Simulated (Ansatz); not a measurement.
Crystal: GaN.

```xyz
2
Lattice="0.0000 2.1352 2.1352 2.1352 0.0000 2.1352 2.1352 2.1352 0.0000" Properties=species:S:1:pos:R:3 pbc="T T T"
Ga    0.0000    0.0000    0.0000
N     2.1352    2.1352    2.1352
```

Measurements of this composition are mostly on another form, of space group No. 186.

Base run:

```yaml
Program: Ansatz 0.2.0
Functional: r2SCAN
Potentials_or_basis: Ansatz PAW
Cutoff: "500 eV (not typed: the program's choice for these potentials)"
k_mesh: 11 × 11 × 11
Occupations: fermi-dirac, width 0.05 eV
Spin: no spin polarisation
```

Its results: band gap on the k mesh 1.06 eV, indirect (least direct gap 2.89 eV); pressure -8.5 GPa.

Problem. After a change of settings the same cell gave: band gap on the k mesh 0.43 eV, indirect (least direct gap 2.41 eV); pressure 7.7 GPa. Which change was it?
A. functional from r2SCAN to PBEsol; cutoff from 500 eV (not typed: the program's choice for these potentials) to 420 eV (not typed: the program's choice for these potentials)
B. functional from r2SCAN to BLYP; cutoff from 500 eV (not typed: the program's choice for these potentials) to 420 eV (not typed: the program's choice for these potentials)
C. functional from r2SCAN to RPBE; cutoff from 500 eV (not typed: the program's choice for these potentials) to 420 eV (not typed: the program's choice for these potentials)
D. functional from r2SCAN to PBE; cutoff from 500 eV (not typed: the program's choice for these potentials) to 420 eV (not typed: the program's choice for these potentials); occupations from fermi-dirac, width 0.05 eV to gaussian, width 0.012 eV

Solution. B.

r2SCAN gives the wider gap, since meta-GGAs in the generalised Kohn-Sham scheme recover part of the derivative discontinuity.

Caveats: the k mesh misses the band edges, so the gap on the mesh is wider than the one along the path; the PAW data sets come from PBE, with cores solved anew for the run's functional, which leaves a small shift of forces and pressure.
